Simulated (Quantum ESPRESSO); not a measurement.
# CoSi (P2_13) in Quantum ESPRESSO: reference runs

Aim: a first look at CoSi with PBE, on the cell as given and on a disturbed one.

Everything below comes from runs of Quantum ESPRESSO 7.5. Logs are shortened: lines on timing, memory, paths and dates and some standing lists are left out, and cuts for length are marked.

## 1. The crystal as given

The structure is cubic, space group P2_13 (No. 198). The conventional cell has a = 4.438 Å, b = 4.438 Å, c = 4.438 Å, α = 90.00°, β = 90.00°, γ = 90.00°. Around Co (site symmetry 3) lie 7 Si at 2.28 to 2.47 Å. Around Si (site symmetry 3) lie 7 Co at 2.28 to 2.47 Å.

## 2. Single point, PBE, collinear spin, ferromagnetic start

Input file pw.in:

```
&CONTROL
  calculation = 'scf'
  prefix = 'pwscf'
  outdir = './tmp'
  pseudo_dir = './pseudo'
  tprnfor = .true.
  tstress = .true.
  disk_io = 'nowf'
/
&SYSTEM
  ibrav = 0
  nat = 8
  ntyp = 2
  ecutwfc = 55
  ecutrho = 440
  nbnd = 58
  occupations = 'smearing'
  smearing = 'fd'
  degauss = 0.00367493
  nspin = 2
  starting_magnetization(1) = 0.1176
  starting_magnetization(2) = 0
/
&ELECTRONS
  conv_thr = 1.6d-09
  electron_maxstep = 120
  mixing_beta = 0.3
/
ATOMIC_SPECIES
Co    58.9332 Co_pbe_v1.2.uspp.F.UPF
Si    28.0850 Si.pbe-n-rrkjus_psl.1.0.0.UPF
CELL_PARAMETERS angstrom
   4.4380000000    0.0000000000    0.0000000000
   0.0000000000    4.4380000000    0.0000000000
   0.0000000000    0.0000000000    4.4380000000
ATOMIC_POSITIONS crystal
Co     0.8600000000    0.6400000000    0.3600000000
Co     0.6400000000    0.3600000000    0.8600000000
Co     0.3600000000    0.8600000000    0.6400000000
Co     0.1400000000    0.1400000000    0.1400000000
Si     0.1570000000    0.3430000000    0.6570000000
Si     0.3430000000    0.6570000000    0.1570000000
Si     0.6570000000    0.1570000000    0.3430000000
Si     0.8430000000    0.8430000000    0.8430000000
K_POINTS automatic
6 6 6 0 0 0
```

Potentials or basis: SSSP 1.3 efficiency PBE.

On the command line:

```bash
OMP_NUM_THREADS=1 mpirun -n 2 pw.x -nk 2 -in pw.in > pw.out
```

pw.out:

```text
This program is part of the open-source Quantum ESPRESSO suite
     for quantum simulation of materials; please cite
         "P. Giannozzi et al., J. Phys.:Condens. Matter 21 395502 (2009);
         "P. Giannozzi et al., J. Phys.:Condens. Matter 29 465901 (2017);
         "P. Giannozzi et al., J. Chem. Phys. 152 154105 (2020);
     in publications or presentations arising from this work. More details at

     Message from routine setup:
     using ibrav=0 with symmetry is DISCOURAGED, use correct ibrav instead

     K-points division:     npool     =       2
     Subspace diagonalization in iterative solution of the eigenvalue problem:
     a serial algorithm will be used

     G-vector sticks info
     --------------------
     sticks:   dense  smooth     PW     G-vecs:    dense   smooth      PW
     Sum        2449    1225    357                91911    32423    5185

     Using Slab Decomposition

     bravais-lattice index     =            0
     lattice parameter (alat)  =       8.3866  a.u.
     unit-cell volume          =     589.8730 (a.u.)^3
     number of atoms/cell      =            8
     number of atomic types    =            2
     number of electrons       =        84.00
     number of Kohn-Sham states=           58
     kinetic-energy cutoff     =      55.0000  Ry
     charge density cutoff     =     440.0000  Ry
     scf convergence threshold =      1.6E-09
     mixing beta               =       0.3000
     number of iterations used =            8  plain     mixing
     Exchange-correlation= PBE
                           (   1   4   3   4   0   0   0)

     celldm(1)=   8.386605  celldm(2)=   0.000000  celldm(3)=   0.000000
     celldm(4)=   0.000000  celldm(5)=   0.000000  celldm(6)=   0.000000

     crystal axes: (cart. coord. in units of alat)
               a(1) = (   1.000000   0.000000   0.000000 )
               a(2) = (   0.000000   1.000000   0.000000 )
               a(3) = (   0.000000   0.000000   1.000000 )

     reciprocal axes: (cart. coord. in units 2 pi/alat)
               b(1) = (  1.000000  0.000000  0.000000 )
               b(2) = (  0.000000  1.000000  0.000000 )
               b(3) = (  0.000000  0.000000  1.000000 )

     PseudoPot. # 1 for Co read from file:
     Co_pbe_v1.2.uspp.F.UPF
     Pseudo is Ultrasoft + core correction, Zval = 17.0
     Generated by new atomic code, or converted to UPF format
     Using radial grid of  863 points,  6 beta functions with:
                l(1) =   0
                l(2) =   0
                l(3) =   1
                l(4) =   1
                l(5) =   2
                l(6) =   2
     Q(r) pseudized with  8 coefficients,  rinner =    1.200   1.200   1.200
                                                       1.200   1.200

     PseudoPot. # 2 for Si read from file:
     Si.pbe-n-rrkjus_psl.1.0.0.UPF
     Pseudo is Ultrasoft + core correction, Zval =  4.0
     Generated using "atomic" code by A. Dal Corso  v.5.1
     Using radial grid of 1141 points,  6 beta functions with:
                l(1) =   0
                l(2) =   0
                l(3) =   1
                l(4) =   1
                l(5) =   2
                l(6) =   2
     Q(r) pseudized with 0 coefficients

     atomic species   valence    mass     pseudopotential
     Co               17.00    58.93320     Co( 1.00)
     Si                4.00    28.08500     Si( 1.00)

     Starting magnetic structure
     atomic species   magnetization
     Co              0.118
     Si              0.000

     12 Sym. Ops. (no inversion) found ( 9 have fractional translation)

   Cartesian axes

     site n.     atom                  positions (alat units)
[... 49 lines left out ...]

     Self-consistent Calculation

     iteration #  1     ecut=    55.00 Ry     beta= 0.30
     Davidson diagonalization with overlap
     ethr =  1.00E-02,  avg # of iterations =  4.2

     total energy              =   -1218.69861605 Ry
     estimated scf accuracy    <      61.35535661 Ry
[... 144 lines left out ...]
     iteration # 16     ecut=    55.00 Ry     beta= 0.30
     Davidson diagonalization with overlap
     ethr =  8.17E-11,  avg # of iterations =  1.4

     Magnetic moment per site  (integrated on atomic sphere of radius R)
     atom   1 (R=0.212)  charge= 15.2937  magn= -0.0000
     atom   2 (R=0.212)  charge= 15.2937  magn= -0.0000
     atom   3 (R=0.212)  charge= 15.2937  magn= -0.0000
     atom   4 (R=0.212)  charge= 15.2937  magn= -0.0000
     atom   5 (R=0.212)  charge=  1.7019  magn= -0.0000
     atom   6 (R=0.212)  charge=  1.7019  magn= -0.0000
     atom   7 (R=0.212)  charge=  1.7019  magn= -0.0000
     atom   8 (R=0.212)  charge=  1.7019  magn= -0.0000

     End of self-consistent calculation

 ------ SPIN UP ------------

          k = 0.0000 0.0000 0.0000 (  3959 PWs)   bands (ev):

   -78.3783 -78.3669 -78.3669 -78.3669 -41.7610 -41.7610 -41.7610 -41.7194
   -41.6954 -41.6954 -41.6954 -41.6585 -41.6585 -41.6432 -41.6432 -41.6432
     2.7912   8.2834   8.2834   8.2834  10.9784  10.9784  10.9784  12.7078
    12.7078  12.7078  13.2630  13.3734  13.3734  13.7014  13.7014  13.7014
    14.1316  14.1316  14.1316  15.5735  15.5735  15.5735  15.7067  15.7067
    16.4765  16.4765  16.4765  18.9461  18.9461  18.9461  19.4087  19.4087
    20.0118  20.0118  20.0118  21.4016  22.5209  22.5209  22.5209  24.7072
    24.7072  24.7072
[... 190 lines left out ...]
   -78.3711 -78.3711 -78.3683 -78.3683 -41.7579 -41.7579 -41.7495 -41.7495
   -41.6944 -41.6944 -41.6814 -41.6814 -41.6451 -41.6451 -41.6399 -41.6399
     6.4169   6.4169   7.2478   7.2478   9.4643   9.4643  10.4426  10.4426
    13.2219  13.2219  13.4012  13.4012  13.6112  13.6112  13.8701  13.8701
    14.9305  14.9305  15.0914  15.0914  15.1574  15.1574  15.3324  15.3324
    16.1995  16.1995  16.5714  16.5714  20.3261  20.3261  21.2461  21.2461
    22.2755  22.2755  22.9483  22.9483  23.0212  23.0212  24.3524  24.3524
    25.7537  25.7537

          k =-0.5000-0.5000-0.5000 (  4032 PWs)   bands (ev):

   -78.3697 -78.3697 -78.3697 -78.3697 -41.7543 -41.7543 -41.7543 -41.7543
   -41.6874 -41.6874 -41.6874 -41.6874 -41.6424 -41.6424 -41.6424 -41.6424
     7.0198   7.0198   7.0198   7.0198   9.5141   9.5141   9.5141   9.5141
    13.4544  13.4544  13.4544  13.4544  13.6142  13.6142  13.6142  13.6142
    15.1338  15.1338  15.1338  15.1338  15.2604  15.2604  15.2604  15.2604
    16.2773  16.2773  16.2773  16.2773  21.7895  21.7895  21.7895  21.7895
    22.1662  22.1662  22.1662  22.1662  24.2109  24.2109  24.2109  24.2109
    25.8233  26.1460
[... 25 lines left out ...]
   -78.3729 -78.3729 -78.3665 -78.3665 -41.7622 -41.7622 -41.7409 -41.7409
   -41.7037 -41.7037 -41.6738 -41.6738 -41.6484 -41.6484 -41.6391 -41.6391
     5.2837   5.2837   7.6134   7.6134  11.2598  11.2598  11.4543  11.4543
    12.7137  12.7137  13.0309  13.0309  13.7383  13.7383  14.3122  14.3122
    14.4243  14.4243  14.8491  14.8491  15.0745  15.0745  15.5300  15.5300
    16.2223  16.2223  17.4294  17.4294  18.7322  18.7322  18.9876  18.9876
    20.2530  20.2530  22.1858  22.1858  23.9319  23.9319  24.8847  24.8847
    26.0255  26.0255

          k =-0.1667-0.5000 0.3333 (  4066 PWs)   bands (ev):

   -78.3726 -78.3726 -78.3669 -78.3669 -41.7615 -41.7615 -41.7426 -41.7426
   -41.7019 -41.7019 -41.6751 -41.6751 -41.6478 -41.6478 -41.6391 -41.6391
     5.4574   5.4574   7.6981   7.6981  10.1711  10.1711  11.8296  11.8296
    12.7022  12.7022  13.2483  13.2483  13.6868  13.6868  14.1286  14.1286
    14.5446  14.5446  14.9098  14.9098  15.1001  15.1001  15.4905  15.4905
    16.1824  16.1824  17.1931  17.1931  18.8031  18.8031  20.0016  20.0016
    20.7147  20.7147  22.1813  22.1813  23.6863  23.6863  24.4867  24.4867
    25.8207  25.8207

 ------ SPIN DOWN ----------

          k = 0.0000 0.0000 0.0000 (  3959 PWs)   bands (ev):

   -78.3783 -78.3669 -78.3669 -78.3669 -41.7610 -41.7610 -41.7610 -41.7194
   -41.6954 -41.6954 -41.6954 -41.6585 -41.6585 -41.6432 -41.6432 -41.6432
     2.7912   8.2834   8.2834   8.2834  10.9784  10.9784  10.9784  12.7078
    12.7078  12.7078  13.2630  13.3734  13.3734  13.7014  13.7014  13.7014
    14.1316  14.1316  14.1316  15.5735  15.5735  15.5735  15.7067  15.7067
    16.4765  16.4765  16.4765  18.9461  18.9461  18.9461  19.4087  19.4087
    20.0118  20.0118  20.0118  21.4017  22.5210  22.5210  22.5210  24.7072
    24.7072  24.7072
[... 190 lines left out ...]
   -78.3711 -78.3711 -78.3683 -78.3683 -41.7579 -41.7579 -41.7495 -41.7495
   -41.6944 -41.6944 -41.6814 -41.6814 -41.6451 -41.6451 -41.6399 -41.6399
     6.4170   6.4170   7.2478   7.2478   9.4643   9.4643  10.4426  10.4426
    13.2219  13.2219  13.4012  13.4012  13.6112  13.6112  13.8701  13.8701
    14.9305  14.9305  15.0914  15.0914  15.1574  15.1574  15.3324  15.3324
    16.1995  16.1995  16.5714  16.5714  20.3261  20.3261  21.2462  21.2462
    22.2755  22.2755  22.9483  22.9483  23.0212  23.0212  24.3524  24.3524
    25.7537  25.7537

          k =-0.5000-0.5000-0.5000 (  4032 PWs)   bands (ev):

   -78.3697 -78.3697 -78.3697 -78.3697 -41.7543 -41.7543 -41.7543 -41.7543
   -41.6874 -41.6874 -41.6874 -41.6874 -41.6424 -41.6424 -41.6424 -41.6424
     7.0199   7.0199   7.0199   7.0199   9.5141   9.5141   9.5141   9.5141
    13.4545  13.4545  13.4545  13.4545  13.6142  13.6142  13.6142  13.6142
    15.1338  15.1338  15.1338  15.1338  15.2604  15.2604  15.2604  15.2604
    16.2773  16.2773  16.2773  16.2773  21.7896  21.7896  21.7896  21.7896
    22.1662  22.1662  22.1662  22.1662  24.2109  24.2109  24.2109  24.2109
    25.8233  25.8233
[... 25 lines left out ...]
   -78.3729 -78.3729 -78.3665 -78.3665 -41.7622 -41.7622 -41.7408 -41.7408
   -41.7037 -41.7037 -41.6738 -41.6738 -41.6484 -41.6484 -41.6391 -41.6391
     5.2838   5.2838   7.6134   7.6134  11.2598  11.2598  11.4543  11.4543
    12.7137  12.7137  13.0309  13.0309  13.7383  13.7383  14.3122  14.3122
    14.4243  14.4243  14.8491  14.8491  15.0745  15.0745  15.5300  15.5300
    16.2223  16.2223  17.4294  17.4294  18.7322  18.7322  18.9876  18.9876
    20.2530  20.2530  22.1858  22.1858  23.9319  23.9319  24.8847  24.8847
    26.0255  26.0255

          k =-0.1667-0.5000 0.3333 (  4066 PWs)   bands (ev):

   -78.3726 -78.3726 -78.3669 -78.3669 -41.7615 -41.7615 -41.7426 -41.7426
   -41.7019 -41.7019 -41.6751 -41.6751 -41.6478 -41.6478 -41.6391 -41.6391
     5.4574   5.4574   7.6981   7.6981  10.1711  10.1711  11.8296  11.8296
    12.7022  12.7022  13.2483  13.2483  13.6868  13.6868  14.1286  14.1286
    14.5446  14.5446  14.9098  14.9098  15.1001  15.1001  15.4905  15.4905
    16.1824  16.1824  17.1931  17.1931  18.8031  18.8031  20.0016  20.0016
    20.7147  20.7147  22.1814  22.1814  23.6863  23.6863  24.4867  24.4867
    25.8207  25.8207

     the Fermi energy is    16.5261 ev

!    total energy              =   -1239.97964196 Ry
     estimated scf accuracy    <          1.6E-09 Ry
     smearing contrib. (-TS)   =      -0.00106135 Ry
     internal energy E=F+TS    =   -1239.97858061 Ry

     The total energy is F=E-TS. E is the sum of the following terms:
     one-electron contribution =    -812.53197238 Ry
     hartree contribution      =     458.62828963 Ry
     xc contribution           =    -156.29562736 Ry
     ewald contribution        =    -729.77927050 Ry

     total magnetization       =     0.00 Bohr mag/cell
     absolute magnetization    =     0.00 Bohr mag/cell

     convergence has been achieved in  16 iterations

     Forces acting on atoms (cartesian axes, Ry/au):

     atom    1 type  1   force =    -0.00605962    0.00605962   -0.00605962
     atom    2 type  1   force =     0.00605962   -0.00605962   -0.00605962
     atom    3 type  1   force =    -0.00605962   -0.00605962    0.00605962
     atom    4 type  1   force =     0.00605962    0.00605962    0.00605962
     atom    5 type  2   force =     0.00077224   -0.00077224    0.00077224
     atom    6 type  2   force =    -0.00077224    0.00077224    0.00077224
     atom    7 type  2   force =     0.00077224    0.00077224   -0.00077224
     atom    8 type  2   force =    -0.00077224   -0.00077224   -0.00077224

     Total force =     0.021161     Total SCF correction =     0.000066

     Computing stress (Cartesian axis) and pressure

          total   stress  (Ry/bohr**3)                   (kbar)     P=       -3.52
  -0.00002392   0.00000000   0.00000000           -3.52        0.00        0.00
   0.00000000  -0.00002392   0.00000000            0.00       -3.52        0.00
   0.00000000   0.00000000  -0.00002392            0.00        0.00       -3.52

=------------------------------------------------------------------------------=
   JOB DONE.
=------------------------------------------------------------------------------=
```

It took 3.2 min on 2 MPI ranks of Arm Neoverse V1, shared host; peak memory 0.68 GiB.

What came out:

```yaml
Free_energy: -16870.7825 eV
Pressure: -0.4 GPa
Largest_force: 0.270 eV/Å
Band_gap_on_the_k_mesh: none (metal or under the smearing width)
Net_moment: 0.00 μB per cell
Absolute_moment: 0.00 μB per cell
Valence_electrons_inside_the_program's_atomic_spheres: Co 15.29; Si 1.70
```

Forces in eV/Å, atoms in the order of the input:
```
Co  -0.156  0.156 -0.156
Co   0.156 -0.156 -0.156
Co  -0.156 -0.156  0.156
Co   0.156  0.156  0.156
Si   0.020 -0.020  0.020
Si  -0.020  0.020  0.020
Si   0.020  0.020 -0.020
Si  -0.020 -0.020 -0.020
```

Caveat: the starting moments collapsed, and a magnetic state may lie lower.

(Part 1 of 2 ends here.)
